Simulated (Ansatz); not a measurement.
# Ga: how well frozen cores do

The same cell of Ga is computed with LAPW, all electrons, frozen-core PAW and all-electron PAW on datasets made for the crystal, to set the results side by side.

Method: DFT PBE, scalar-relativistic, in Ansatz 0.2.0.

### 1 The system as given

Symmetry: C2/c, No. 15, monoclinic system. The conventional cell has a = 2.766 Å, b = 8.053 Å, c = 3.332 Å, α = 90.00°, β = 92.02°, γ = 90.00°. Around Ga (site symmetry 2) lie 8 Ga at 2.69 to 2.92 Å.

Structure file:

```
Ga
1.0
     1.38300   -4.02650    0.00000
     1.38300    4.02650    0.00000
    -0.11745    0.00000    3.32993
Ga
2
Direct
  0.86900 0.13100 0.25000
  0.13100 0.86900 0.75000
```

The cell is a measured one (Crystallography Open Database entry 9011089); the temperature and pressure of the measurement aren't taken into account, and nothing was relaxed.

Atoms are numbered in the order of the input: Ga1, Ga2.

### 2 LAPW, all electrons

The input, input.yaml:

```yaml
crystal:
  lattice:
    - [1.383, -4.0265, 0.0]
    - [1.383, 4.0265, 0.0]
    - [-0.11745, 0.0, 3.32993]
  atoms:
    - { symbol: Ga, position: [0.869, 0.131, 0.25] }
    - { symbol: Ga, position: [0.131, 0.869, 0.75] }
kpoints:
  mp_grid: { grid: [14, 14, 11] }
  band_path:
    path:
      - [0.0, 0.0, 0.0]
      - [-0.5, 0.5, 0.0]
      - [-0.5, 0.5, 0.5]
      - [0.0, 0.0, 0.5]
      - [0.0, 0.0, 0.0]
      - [-0.5, 0.0, 0.5]
      - [0.0, 0.0, 0.0]
      - [-0.5, 0.0, 0.0]
    npoints: 14
scf:
  occupations: { method: fermi_dirac, width: 0.03 }
hamiltonian:
  xc: pbe
  pseudopotentials: { kind: all_electron, lapw: { basis_error: 0.0005 } }
output:
  forces: true
  stress: true
  eigenvalues: true
  fatbands: true
  populations: true
  dos: { projected: true, de: 0.2, e_range: [-14, 8] }
```

The run is started by

```sh
$ ansatz run input.yaml --threads 1 --pin off --max-ram 3072MiB --backend cpu --events-out ev --progress --plain --runs-dir out
```

Output:

```text
Ga: projections on atomic orbitals take those of the free atom 1s2 2s2 2p6 3s2 3p6 3d10 4s2 4p1, of charge +0.00 (hamiltonian.pseudopotentials.projection_atoms)
LAPW: plane waves up to 8.520 Å⁻¹, error target 5.0e-4 eV per atom; small_component_spin mean_spin; Ga in spheres of 1.344 Å, 21 of its electrons in bands, Dirac shells []
Engine: ansatz 0.2.0
Pseudopotentials: kind: all_electron
Pseudopotential: Ga, LAPW, valence charge 21, Koelling and Harmon's equation, gaussian nucleus
Functional definition: PBE
  parameter kappa = 0.804
  parameter beta = 0.06672455060314922
  exchange = pbe_x(kappa = kappa, mu = beta*pi^2/3)
  correlation = pbe_c(beta = beta)
Crystal: 2 atoms, lattice volume = 37.086 Å³
Basis set: ecut = 276.53801890964445 eV, 381 PW (Γ), FFT grids on a1+a2, a2, a3, exchange–correlation at level 2
Bands: 26, of which v1, the nominal top of the filled ones, is band 21 counted from 1 (20 counted from 0)
Symmetry: 4 space group operations
Space group: C2/c (ITA 15), of the structure as read, at distance tolerance 3.3e-5 Å
k-points: 582 of 2156
Non-local potential: Ga, projectors of the file, none
Initial density: superposition of atomic densities (chi_scale 0.1, normalization cell)
Initial wavefunctions: plane waves of lowest kinetic energy (no species holds an atomic orbital)
Functional: x = pbe(κ = 0.804, μ = 0.2195149727645171), c = pbe(β = 0.06672455060314922)
iter 1 solved again at ethr=8.29e-5 eV; its pass at ethr=1.00e-1 eV (dr2=3.48e-2 eV) is discarded
SCF iter   1: F=—  HF=-105799.714881 eV  |F-HF|=—  |Δ(HF+E_count)|=         —  Δρ=1.24e-2  dr2=3.49e-2  ethr=8.29e-5  ⟨swp⟩=3.0  Hψ=102050  notcnv=0
preconditioner: auto → Kerker (q_TF=auto, 2.785 Å⁻¹)  [metal: Δε(μ)=0.012 eV  Ē_g=17.649 eV  σ=0.030 eV  W_gap=0.10  n_scr=12 (ndim 8)  ℏωp=31.1 eV  f_vac=0.000  D(μ)=0.59/eV (n_scr^D=2)]
SCF iter   2: F=—  HF=-105799.659802 eV  |F-HF|=—  |Δ(HF+E_count)|=   5.51e-2  Δρ=7.40e-3  dr2=1.44e-2  ethr=8.29e-5  ⟨swp⟩=2.0  Hψ=45406  notcnv=0
SCF iter   3: F=—  HF=-105799.649796 eV  |F-HF|=—  |Δ(HF+E_count)|=   1.00e-2  Δρ=5.51e-3  dr2=8.30e-3  ethr=3.43e-5  ⟨swp⟩=2.0  Hψ=42541  notcnv=0
SCF iter   4: F=—  HF=-105799.649325 eV  |F-HF|=—  |Δ(HF+E_count)|=   4.71e-4  Δρ=3.06e-3  dr2=2.77e-3  ethr=1.98e-5  ⟨swp⟩=2.0  Hψ=42549  notcnv=0
iter 5 solved again at ethr=3.84e-7 eV; its pass at ethr=6.59e-6 eV (dr2=1.61e-4 eV) is discarded
SCF iter   5: F=—  HF=-105799.649620 eV  |F-HF|=—  |Δ(HF+E_count)|=   2.95e-4  Δρ=6.92e-4  dr2=1.61e-4  ethr=3.84e-7  ⟨swp⟩=2.0  Hψ=74284  notcnv=0
SCF iter   6: F=—  HF=-105799.649638 eV  |F-HF|=—  |Δ(HF+E_count)|=   1.85e-5  Δρ=8.98e-5  dr2=3.58e-6  ethr=3.84e-7  ⟨swp⟩=2.0  Hψ=42541  notcnv=0
SCF iter   7: F=—  HF=-105799.649639 eV  |F-HF|=—  |Δ(HF+E_count)|=   6.45e-7  Δρ=2.09e-5  dr2=3.00e-7  ethr=8.52e-9  ⟨swp⟩=2.5  Hψ=42942  notcnv=0
SCF iter   8: F=-105799.649639 eV  HF=-105799.649639 eV  |F-HF|=3.68e-9  |Δ(HF+E_count)|=   4.56e-8  Δρ=7.57e-6  dr2=2.73e-8  ethr=7.15e-10  ⟨swp⟩=3.0  Hψ=43982  notcnv=0
SCF 1 converged in 8 iterations: F = -105799.649639 eV  dr2 = 2.73e-8
NSCF: frozen V_eff on 99 k-points
SCF converged after 8 iterations
Free energy (F): -105799.649639 eV
Harris-Foulkes:  -105799.649639 eV  (|F-HF|=3.68e-9)
Internal energy: -105799.647891 eV  (E = F + TS)
E sigma→0 (E₀):  -105799.648765 eV
Entropy (-TS):   -0.001748 eV (-0.874 meV/atom)
Fermi energy:    11.995646 eV
--- Per-component energies (eV) ---
  E_band       = -1530.607817
  E_kinetic    = 107881.192015
  E_xc         = -4119.006782
  E_electrostatic = -209561.833124  (all electrons and nuclei)
  E_smearing   = -0.001748  (= −TS)
  E_closure    = 0.000000  (closes the sum)
  E_atoms      = -105793.889118  (free atoms, spherical and without spin; not in F)
  Σ components = -105799.649639   (vs F -105799.649639, Δ=0.00e0)
  Basis errors (estimates in eV, not in F): energy 1.6e-4 per atom: plane waves 1.5e-4 (7.9e-5 summed), levels above the bands 1.3e-101, relativity 6.8e-9, radial functions 1.6e-5, core shells 1.3e-10; eigenvalues (radial functions only) 3.3e-7; not estimated: angular momenta, meshes, grids; target (lapw.basis_error) 5.0e-4; muffin-tin radii Ga 1.344 Å
--- Forces (eV/Å), atoms counted from 1 ---
  atom   1  Ga     0.00000000     0.18805278     0.00000000
  atom   2  Ga     0.00000000    -0.18805278     0.00000000
  max |Σ_I F_I| component: 0.00e0 eV/Å
--- Stress (GPa, compression-positive) ---
        1.778063       0.000000      -0.090104
        0.000000       1.913463       0.000000
       -0.090104       0.000000       1.573946
  P = ⅓ Tr σ = 1.7552 GPa (17.552 kbar)
--- Band table (eV; the first three rows and the last of 582) ---
  k-point 0: bands = ["-131.7901", "-131.7893", "-82.5349", "-82.5303", "-82.5148", "-82.5142", "-82.5137", "-82.5074", "-3.1460", "-3.1367", "-3.1009", "-3.0778", "-2.8023", "-2.8020", "-2.7737", "-2.7696", "-2.7559", "-2.6191", "0.7612", "9.8968", "10.3677", "13.6210", "17.4163", "21.6821", "22.1843", "22.4067"]
  k-point 1: bands = ["-131.7901", "-131.7893", "-82.5349", "-82.5305", "-82.5147", "-82.5142", "-82.5137", "-82.5075", "-3.1532", "-3.1223", "-3.1006", "-3.0646", "-2.8213", "-2.8198", "-2.7589", "-2.7549", "-2.7534", "-2.6325", "0.8747", "10.0302", "10.1914", "12.8560", "18.6577", "21.2767", "21.4653", "21.7910"]
  k-point 2: bands = ["-131.7900", "-131.7893", "-82.5347", "-82.5308", "-82.5142", "-82.5141", "-82.5137", "-82.5080", "-3.1607", "-3.1008", "-3.0881", "-3.0326", "-2.8488", "-2.8463", "-2.7668", "-2.7318", "-2.7307", "-2.6693", "1.2164", "9.3218", "10.4265", "12.2071", "19.5287", "19.6007", "21.0877", "22.0654"]
  k-point 581: bands = ["-131.7897", "-131.7896", "-82.5335", "-82.5334", "-82.5140", "-82.5138", "-82.5107", "-82.5104", "-3.1101", "-3.0860", "-3.0188", "-3.0126", "-2.8249", "-2.8192", "-2.7921", "-2.7872", "-2.7763", "-2.7592", "5.6355", "5.9626", "7.6740", "8.0015", "22.3081", "23.3708", "23.7167", "23.7832"]
--- Löwdin populations: 2 sites ---
  site symbol       q [e]
     0     Ga     30.9868
     1     Ga     30.9868
  spilling = 0.000427 (of n_electrons = 62.000000)
```

Run time: 72 s. Hardware: 1 thread of Intel Xeon 6975P-C (Granite Rapids), shared host; peak memory 1.4 GiB.

Read from it: pressure 1.76 GPa; no gap; largest force 0.188 eV/Å.

At the corners of the path (eV, zero at the Fermi level):

```tsv
point	band 18	band 19	band 20	band 21	band 22	band 23	band 24
Γ	-14.61	-11.23	-2.10	-1.63	1.63	5.42	9.69
Y	-14.68	-9.11	-8.61	3.99	4.57	5.81	6.03
M	-14.77	-6.01	-6.01	-4.40	-4.40	10.85	10.85
A	-14.69	-7.79	-7.79	1.69	1.69	2.44	2.44
Γ	-14.61	-11.23	-2.10	-1.63	1.63	5.42	9.69
L2	-14.63	-2.87	-2.86	-1.64	-1.51	1.74	2.29
Γ	-14.61	-11.23	-2.10	-1.63	1.63	5.42	9.69
V2	-14.63	-6.06	-5.03	-1.35	0.00	5.77	6.59
```

States per cell in windows of 1 eV (zero at the Fermi level; grid of 0.20 eV, so sharp peaks spill over the borders):

```tsv
from	to	total	Ga 4p	Ga 4s
-10	-9	0.31	0.16	0.15
-9	-8	0.40	0.21	0.18
-8	-7	0.46	0.24	0.21
-7	-6	0.57	0.27	0.29
-6	-5	0.62	0.27	0.34
-5	-4	0.56	0.28	0.28
-4	-3	0.60	0.35	0.24
-3	-2	0.66	0.46	0.20
-2	-1	0.82	0.64	0.17
-1	0	0.73	0.56	0.16
0	1	0.76	0.53	0.21
1	2	0.87	0.62	0.21
2	3	1.00	0.75	0.20
3	4	0.89	0.67	0.17
4	5	0.87	0.65	0.15
```

### 3 Frozen-core PAW

Edit input.yaml of step 2 so:

```diff
@@ -25,3 +25,3 @@
   xc: pbe
-  pseudopotentials: { kind: all_electron, lapw: { basis_error: 0.0005 } }
+  pseudopotentials: { kind: paw }
 output:
@@ -30,4 +30,9 @@
   eigenvalues: true
-  fatbands: true
+  efg: { contact_densities: true }
   populations: true
+  bader: true
   dos: { projected: true, de: 0.2, e_range: [-14, 8] }
+  write_density: true
+  write_potential: true
+  elf: true
+  volumetric_format: npy
```

The run is started by

```sh
$ ansatz run input.yaml --threads 1 --pin off --max-ram 3072MiB --backend cpu --events-out ev --progress --plain --runs-dir out
```

Output:

```text
[... 1 set-up line as earlier in the session ...]
Pseudopotentials: kind: paw
Pseudopotential: Ga, paw, valence charge 13, recommended cutoff 420 eV (normal)
[... 5 set-up lines as earlier in the session ...]
Crystal: 2 atoms, lattice volume = 37.086 Å³
Basis set: ecut = 420 eV, 721 PW (Γ), exchange–correlation on 60×60×48 points (8 copies of the dense FFT grid, shifted against one another)
Bands: 17, of which v1, the nominal top of the filled ones, is band 13 counted from 1 (12 counted from 0)
[... 2 set-up lines as earlier in the session ...]
k-points: 582 of 2156
Non-local potential: Ga, projectors of the file, l = 0: 2, l = 1: 2, l = 2: 3, l = 3: 1
PAW form: soft (Blöchl's): semilocal exchange-correlation on the pseudo side does not see the compensation charge
PAW one-centre angular grid: Ga, 590 points (default); XC on 64 Gauss nodes
Initial density: superposition of atomic densities (neutral atoms: chi_scale 0, normalization atom), corrected by the library's trained network
Initial wavefunctions: pseudopotential atomic-orbital guess
[... 1 set-up line as earlier in the session ...]
SCF iter   1: F=—  HF=-7565.996869 eV  |F-HF|=—  |Δ(HF+E_count)|=         —  Δρ=1.16e-3  dr2=6.62e-4  ethr=1.77e-3  ⟨swp⟩=5.9  Hψ=47477  notcnv=0
preconditioner: auto → Kerker (q_TF=auto, 2.571 Å⁻¹)  [metal: Δε(μ)=0.004 eV  Ē_g=17.225 eV  σ=0.030 eV  W_gap=0.04  n_scr=12 (ndim 8)  ℏωp=31.1 eV  f_vac=0.000  D(μ)=0.58/eV (n_scr^D=2)]
SCF iter   2: F=—  HF=-7565.996343 eV  |F-HF|=—  |Δ(HF+E_count)|=   5.26e-4  Δρ=8.10e-4  dr2=3.33e-4  ethr=2.54e-6  ⟨swp⟩=2.0  Hψ=21141  notcnv=0
SCF iter   3: F=—  HF=-7565.996316 eV  |F-HF|=—  |Δ(HF+E_count)|=   2.64e-5  Δρ=4.49e-4  dr2=1.38e-4  ethr=1.28e-6  ⟨swp⟩=2.0  Hψ=15654  notcnv=0
SCF iter   4: F=—  HF=-7565.996321 eV  |F-HF|=—  |Δ(HF+E_count)|=   4.39e-6  Δρ=2.34e-4  dr2=1.05e-5  ethr=5.31e-7  ⟨swp⟩=3.0  Hψ=17376  notcnv=0
SCF iter   5: F=—  HF=-7565.996303 eV  |F-HF|=—  |Δ(HF+E_count)|=   1.79e-5  Δρ=5.81e-5  dr2=7.64e-7  ethr=4.03e-8  ⟨swp⟩=2.0  Hψ=17283  notcnv=0
SCF iter   6: F=—  HF=-7565.996303 eV  |F-HF|=—  |Δ(HF+E_count)|=   3.53e-7  Δρ=2.32e-5  dr2=1.04e-7  ethr=2.94e-9  ⟨swp⟩=2.2  Hψ=12830  notcnv=0
SCF iter   7: F=-7565.996303 eV  HF=-7565.996303 eV  |F-HF|=1.07e-9  |Δ(HF+E_count)|=   8.36e-8  Δρ=2.61e-6  dr2=2.31e-9  ethr=3.85e-10  ⟨swp⟩=8.3  Hψ=64709  notcnv=0
SCF 1 converged in 7 iterations: F = -7565.996303 eV  dr2 = 2.31e-9
NSCF: frozen V_eff on 99 k-points
SCF converged after 7 iterations
Free energy (F): -7565.996303 eV
Harris-Foulkes:  -7565.996303 eV  (|F-HF|=1.07e-9)
Internal energy: -7565.994554 eV  (E = F + TS)
E sigma→0 (E₀):  -7565.995429 eV
Entropy (-TS):   -0.001749 eV (-0.874 meV/atom)
Fermi energy:    9.904092 eV
--- Per-component energies (eV) ---
  E_band       = -67.627299
  E_kinetic    = 230.155536
  E_local      = -3586.550429  (includes V_loc(G=0)·N_el)
  E_nonlocal   = 844.778221
  E_hartree    = 1686.543672
  E_xc         = -138.985632
  E_vxc        = -116.674480  (∫ρ·V_xc dr)
  E_paw        = -3971.738351  (= ΣΔE_a)
  E_vpaw       = -812.422194  (= ΣTr[D̂ρ^β])
  E_aug_tail   = -0.000228  (compensation charges beyond the density's cutoff)
  E_ewald      = -2630.197344
  E_smearing   = -0.001749  (= −TS)
  E_closure    = -0.000000  (closes the sum)
  Σ components = -7565.996303   (vs F -7565.996303, Δ=0.00e0)
--- Forces (eV/Å), atoms counted from 1 ---
  atom   1  Ga     0.00000000     0.18827785     0.00000000
  atom   2  Ga     0.00000000    -0.18827785     0.00000000
  max |Σ_I F_I| component: 0.00e0 eV/Å
--- Stress (GPa, compression-positive) ---
        1.753374       0.000000      -0.089805
        0.000000       1.891435       0.000000
       -0.089805       0.000000       1.549450
  P = ⅓ Tr σ = 1.7314 GPa (17.314 kbar)
--- PAW observables at the nuclei: V_zz in 10²¹ V/m², potentials from the cell's mean, atoms counted from 1 ---
  atom   1  Ga V_zz =    +2.642790   η = 0.4663   by run symmetry: allowed
            electrostatic potential = -4133.235592 V   contact ρ = 187439.345907 e/Å³
  atom   2  Ga V_zz =    +2.642790   η = 0.4663   by run symmetry: allowed
            electrostatic potential = -4133.235592 V   contact ρ = 187439.345907 e/Å³
--- Band table (eV; the first three rows and the last of 582) ---
  k-point 0: bands = ["-5.2396", "-5.2305", "-5.1942", "-5.1706", "-4.8957", "-4.8950", "-4.8664", "-4.8632", "-4.8493", "-4.7127", "-1.3301", "7.8056", "8.2747", "11.5289", "15.3253", "19.5852", "20.0866"]
  k-point 1: bands = ["-5.2467", "-5.2160", "-5.1939", "-5.1575", "-4.9147", "-4.9128", "-4.8522", "-4.8480", "-4.8469", "-4.7262", "-1.2166", "7.9390", "8.0983", "10.7645", "16.5658", "19.1804", "19.3702"]
  k-point 2: bands = ["-5.2541", "-5.1941", "-5.1819", "-5.1255", "-4.9421", "-4.9394", "-4.8603", "-4.8249", "-4.8239", "-4.7629", "-0.8751", "7.2289", "8.3355", "10.1156", "17.4354", "17.5060", "18.9948"]
  k-point 581: bands = ["-5.2033", "-5.1792", "-5.1125", "-5.1062", "-4.9185", "-4.9124", "-4.8855", "-4.8806", "-4.8695", "-4.8520", "3.5433", "3.8705", "5.5822", "5.9099", "20.2109", "21.2728", "21.6176"]
--- Löwdin populations: 2 sites ---
  site symbol       q [e]
     0     Ga     12.9823
     1     Ga     12.9823
  spilling = 0.001358 (of n_electrons = 26.000000)
--- Bader charges: 2 sites ---
  site symbol  charge [e]  shift [e]
     0     Ga      0.0000     0.0000
     1     Ga      0.0000     0.0000
  estimated error of the sums over rays = 1.3e-4 e
```

It took 24 s on 1 thread of Intel Xeon 6975P-C (Granite Rapids), shared host; peak memory 0.63 GiB.

In short: pressure 1.73 GPa; no gap; largest force 0.188 eV/Å; Vzz Ga1 2.64 (η = 0.47) (10²¹ V/m²).

```tsv
atom	Bader charge (e)	basin volume (Å³)
Ga1	+0.00	18.54
```

The fields are shown in the conventional cell of this run's space group, carried over from its grid by interpolation.

Density in a lattice plane of the grid's cell (edges 8.05 and 3.33 Å, at 0.500 of the third edge), which holds Ga.

Values in e/Å³, 6 rows by 12 columns:
```
 0.09  0.06  0.09  0.34  9.94  6.21  0.30  0.15  0.13  0.16  0.21  0.18
 0.09  0.06  0.09  0.34 10.04  6.27  0.30  0.16  0.14  0.16  0.21  0.18
 0.09  0.11  0.14  0.20  0.48  0.44  0.27  0.44  0.48  0.20  0.14  0.11
 0.09  0.18  0.21  0.16  0.14  0.16  0.30  6.27 10.04  0.34  0.09  0.06
 0.09  0.18  0.21  0.16  0.13  0.15  0.30  6.21  9.94  0.34  0.09  0.06
 0.09  0.11  0.14  0.20  0.48  0.45  0.27  0.45  0.48  0.20  0.14  0.11
```
Columns run along the first of these edges and rows up along the second, over one cell in 12 and 6 even steps from the bottom left corner. Atoms in the plane (fractional): Ga at (0.63, 0.25), Ga at (0.37, 0.75).

ELF in the same plane.

Values, 6 rows by 12 columns:
```
0.17 0.09 0.19 0.28 0.05 0.10 0.37 0.33 0.26 0.37 0.46 0.38
0.17 0.09 0.19 0.28 0.05 0.10 0.37 0.33 0.26 0.37 0.46 0.38
0.14 0.23 0.33 0.35 0.27 0.30 0.50 0.30 0.27 0.35 0.33 0.23
0.17 0.38 0.46 0.37 0.26 0.33 0.37 0.10 0.05 0.28 0.19 0.09
0.17 0.38 0.46 0.37 0.26 0.33 0.37 0.10 0.05 0.28 0.19 0.09
0.14 0.23 0.33 0.35 0.27 0.30 0.50 0.30 0.27 0.35 0.33 0.23
```
Columns run along the first of these edges and rows up along the second, over one cell in 12 and 6 even steps from the bottom left corner. Atoms in the plane (fractional): Ga at (0.63, 0.25), Ga at (0.37, 0.75).

Both are smooth fields of the valence electrons: close to the nuclei they are not physical.

The highest ELF values outside the cores: 0.50 on the Ga–Ga line, 1.3 Å from Ga.

### 4 All-electron PAW on datasets made for the crystal

Edit input.yaml of step 3 so:

```diff
@@ -20,3 +20,3 @@
       - [-0.5, 0.0, 0.0]
-    npoints: 14
+    npoints: 8
 scf:
@@ -25,3 +25,3 @@
   xc: pbe
-  pseudopotentials: { kind: paw }
+  pseudopotentials: { kind: all_electron, datasets: crystal }
 output:
@@ -31,8 +31 @@
   efg: { contact_densities: true }
-  populations: true
-  bader: true
-  dos: { projected: true, de: 0.2, e_range: [-14, 8] }
-  write_density: true
-  write_potential: true
-  elf: true
-  volumetric_format: npy
```

The run is started by

```sh
$ ansatz run input.yaml --threads 1 --pin off --max-ram 3072MiB --backend cpu --events-out ev --progress --plain --runs-dir out
```

Output, cut to the lines that bear on the results:

```text
[...]
[... 1 set-up line as earlier in the session ...]
Pseudopotential: Ga, paw, valence charge 13, recommended cutoff 240 eV (normal), Koelling and Harmon's equation, gaussian nucleus
[... 1 set-up line as earlier in the session ...]
[...]
Crystal: 2 atoms, lattice volume = 37.086 Å³
Basis set: ecut = 240 eV, 313 PW (Γ), exchange–correlation on 48×48×36 points (8 copies of the dense FFT grid, shifted against one another)
Bands: 17, of which v1, the nominal top of the filled ones, is band 13 counted from 1 (12 counted from 0)
[... 2 set-up lines as earlier in the session ...]
k-points: 582 of 2156
[...]
SCF iter   1: F=—  HF=-105799.641634 eV  |F-HF|=—  |Δ(HF+E_count)|=         —  Δρ=2.00e-2  dr2=1.46e-1  ethr=5.84e-4  ⟨swp⟩=3.5  Hψ=51020  notcnv=0
[...]
--- Forces (eV/Å), atoms counted from 1 ---
  atom   1  Ga     0.00000000     0.18804194     0.00000000
  atom   2  Ga     0.00000000    -0.18804194     0.00000000
[...]
--- Stress (GPa, compression-positive) ---
        1.777708       0.000000      -0.090053
        0.000000       1.913814       0.000000
       -0.090053       0.000000       1.573804
  P = ⅓ Tr σ = 1.7551 GPa (17.551 kbar)
--- PAW observables at the nuclei: V_zz in 10²¹ V/m², potentials from the cell's mean, atoms counted from 1 ---
  atom   1  Ga V_zz =    +2.667482   η = 0.4623   by run symmetry: allowed
            electrostatic potential = -4133.218093 V   contact ρ = 187509.059854 e/Å³
  atom   2  Ga V_zz =    +2.667482   η = 0.4623   by run symmetry: allowed
            electrostatic potential = -4133.218093 V   contact ρ = 187509.059854 e/Å³
--- Band table (eV; the first three rows and the last of 582) ---
  k-point 0: bands = ["-3.1458", "-3.1362", "-3.1009", "-3.0781", "-2.8025", "-2.8016", "-2.7739", "-2.7692", "-2.7557", "-2.6189", "0.7612", "9.8968", "10.3678", "13.6211", "17.4164", "21.6824"]
[...]
```

Wall time 33 s (1 thread of Intel Xeon 6975P-C (Granite Rapids), shared host); peak memory 0.95 GiB.

This run gives: pressure 1.76 GPa; no gap; largest force 0.188 eV/Å; Vzz Ga1 2.67 (η = 0.46) (10²¹ V/m²).

```tsv
atom	contact density (e/Å³)
Ga1	187509.1
```

### 5 Comparison

```
          method  pressure (GPa)  largest force (eV/Å)  Vzz Ga1 (10²¹ V/m²)  SCF cycles, all passes
            LAPW            1.76                 0.188                    –                       8
             PAW            1.73                 0.188                 2.64                       7
crystal datasets            1.76                 0.188                 2.67                       8
```

### 6 What came out

| quantity | value |
| --- | --- |
| pressure | LAPW 1.76, PAW 1.73, crystal datasets 1.76 GPa |
| gap (LAPW) | none |
| largest force | LAPW 0.188, PAW 0.188, crystal datasets 0.188 eV/Å |
| Bader charges (PAW) | Ga1 +0.00 e |
| highest ELF (PAW) | 0.50, 1.34 Å from Ga |

In words: The pressure of 1.8 GPa pushes the cell to expand, with the atoms held in place. Bands cross the Fermi level: the crystal is a metal at this level. Ga 4p carries the largest share, 75 %, of the projected states within 0.3 eV of the Fermi level. The projection holds only the free atom's occupied shells (Ga 4s, Ga 4p in this range). The field gradient at Ga1, the largest by crystal datasets, is 2.64 by PAW and 2.67 by crystal datasets (10²¹ V/m²), within 5 %. In pressure, PAW differs from LAPW by -0.02 GPa. The forces differ by at most 1 meV/Å in a component, on a largest force of 0.188 eV/Å. LAPW took about 3 times as long as PAW (72 s against 24 s, on a shared host and with the outputs that each input asks for).
